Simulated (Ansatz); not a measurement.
Crystal: Ga.

```
Ga
1.0
     1.38300   -4.02650    0.00000
     1.38300    4.02650    0.00000
    -0.11745    0.00000    3.32993
Ga
2
Direct
  0.13100 0.86900 0.75000
  0.86900 0.13100 0.25000
```

This isn't the form of Ga at room conditions, which is orthorhombic.

Base run:

| Property | Result |
| --- | --- |
| Program | Ansatz 0.2.0 |
| Functional | BLYP |
| Potentials or basis | all-electron LAPW, scalar-relativistic |
| Cutoff | 256 eV (chosen from the basis error) |
| Basis error allowed | 0.001 eV/atom |
| k mesh | 10 × 10 × 8 |
| Occupations | fermi-dirac, width 0.05 eV |
| Spin | no spin polarisation |

Its results: band gap on the k mesh none (metal or under the smearing width); pressure 7.2 GPa; largest force 0.161 eV/Å.

Q: The run is repeated on the same cell with these changes: functional from BLYP to PBEsol. What comes out?

A: Band gap on the k mesh none (metal or under the smearing width); pressure -1.9 GPa; largest force 0.196 eV/Å.

PBEsol binds more tightly than BLYP, so the same cell stands under less pressure.
